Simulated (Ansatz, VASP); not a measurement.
# Two plane-wave programs on BeTe

```
CELL_PARAMETERS angstrom
0.00000 2.85124 2.85124
2.85124 0.00000 2.85124
2.85124 2.85124 0.00000
ATOMIC_POSITIONS crystal
Be 0.00000 0.00000 0.00000
Te 0.75000 0.75000 0.75000
```

Alike in both runs: task single point; functional PBE; k mesh 10 × 10 × 10; occupations gaussian, width 0.05 eV; no spin polarisation.

|  | VASP | Ansatz |
| --- | --- | --- |
| version | VASP 6.6.1 | Ansatz 0.2.0 |
| potentials or method | VASP PAW PBE potentials, release 64 (Be, Te) | scalar-relativistic, plane waves, PAW |
| plane-wave cutoff (eV) | 520 | 420 |
| valence electrons in the cell | 8 | 18 |

Ansatz gave:

| Item | Value |
| --- | --- |
| gap on the k mesh at the Fermi level (eV) | 2.08 |
| least direct gap on the mesh (eV) | 3.56 |
| pressure (GPa) | -1.1 |

Task: Estimate VASP's values.

Result: gap on the k mesh at the Fermi level (eV): 2.06; least direct gap on the mesh (eV): 3.55; pressure (GPa): -1.0.

The two sets of potentials don't hold the same shells in valence.

Caveats: spin-orbit coupling is left out, which moves the levels of the heavy elements. A k mesh can miss the band edges. PBE gaps usually lie below the measured ones, often by a third to a half.
